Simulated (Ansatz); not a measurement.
**Pb in Ansatz: the effect of functional**

Slab: Pb, a slab with vacuum.

```
Pb
1.0
     3.48000    0.00000    0.00000
    -1.74000    3.01377    0.00000
     0.00000    0.00000   23.38500
Pb
4
Direct
  0.66667 0.33333 0.32072
  0.33333 0.66667 0.44024
  0.66667 0.33333 0.55976
  0.33333 0.66667 0.67928
```

The slab is cut from a database's or a generator's crystal, which needn't be the stable form of the element.

Alike in all runs:

* Program: Ansatz 0.2.0
* Task: single point
* Potentials or basis: all-electron LAPW, scalar-relativistic
* Cutoff: 148 eV (chosen from the basis error)
* Basis error allowed: 0.002 eV/atom
* k mesh: 9 × 9 × 1
* Occupations: fermi-dirac, width 0.05 eV
* Spin: no spin polarisation

```tsv
functional	largest force (eV/Å)	work function (eV)
PBE	0.41	3.80
LDA	?	?
PBEsol	0.40	3.90
```

What does the run with functional LDA give?

Largest force 0.40 eV/Å; work function 4.11 eV.
